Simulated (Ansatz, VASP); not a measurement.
GaP2 in VASP and in Ansatz

Contents of INCAR:

```
SYSTEM = GaP2
ALGO = Normal
EDIFF = 1E-6
ENCUT = 520
GGA = PE
ISIF = 2
ISMEAR = 0
LASPH = .TRUE.
LCHARG = .TRUE.
LELF = .TRUE.
LREAL = .FALSE.
LVHAR = .TRUE.
LWAVE = .FALSE.
NBANDS = 18
NELM = 60
PREC = Accurate
SIGMA = 0.1
```

KPOINTS

```
k-points
0
G
  4 4 4
  0 0 0
```

File POSCAR:

```
GaP2
1.0
    3.7908526500      0.0000000000      0.0000000000
    0.0000000000      3.7908526500      0.0000000000
    0.0000000000      0.0000000000      3.8332032100
Ga P
1 2
Direct
    0.0000000000      0.0000000000      0.0000000000
    0.5000000000      0.0000000000      0.7413226400
    0.0000000000      0.5000000000      0.2586773600
```

Input for Ansatz:

```yaml
crystal:
  lattice:
    - [3.79085265, 0.0, 0.0]
    - [0.0, 3.79085265, 0.0]
    - [0.0, 0.0, 3.83320321]
  atoms:
    - { symbol: Ga, position: [0.0, 0.0, 0.0] }
    - { symbol: P, position: [0.5, 0.0, 0.74132264] }
    - { symbol: P, position: [0.0, 0.5, 0.25867736] }
basis:
  ecutwfc: 420
kpoints:
  mp_grid: { grid: [4, 4, 4] }
hamiltonian:
  xc: pbe
scf:
  occupations: { method: gaussian, width: 0.1 }
  lower_state_search: "off"
output:
  forces: true
  stress: true
  eigenvalues: true
```

Change from the starting cell: species swapped into the Ta2H type (P-4m2, No. 115).

Alike in both runs: task single point; functional PBE; k mesh 4 × 4 × 4; occupations gaussian, width 0.1 eV; no spin polarisation.

```csv
,VASP,Ansatz
version,VASP 6.6.1,Ansatz 0.2.0
potentials or method,"VASP PAW PBE potentials, release 64 (Ga_d, P)","scalar-relativistic, plane waves, PAW"
plane-wave cutoff (eV),520,420
valence electrons in the cell,23,23
```

Ansatz gave:

* gap on the k mesh at the Fermi level (eV): none
* pressure (GPa): 20.7
* largest component of the traceless stress (GPa): 1.01
* rms of the force components (eV/Å): 1.608

Which values does VASP return?

gap on the k mesh at the Fermi level (eV): none; pressure (GPa): 20.4; largest component of the traceless stress (GPa): 0.90; rms of the force components (eV/Å): 1.595.

Atom by atom the forces differ by 0.012 eV/Å (rms over components). A gap of «none» marks a metal or a gap that the smearing closes.

Caveats: the k mesh is coarse (spacing up to 0.41 Å⁻¹), so the values aren't converged; so large a pressure means that the cell lies far from this level's equilibrium, or that cutoff or potentials fall short (VASP); forces of over 1 eV/Å show positions far from the minimum, so gaps and moduli don't describe the material at rest.
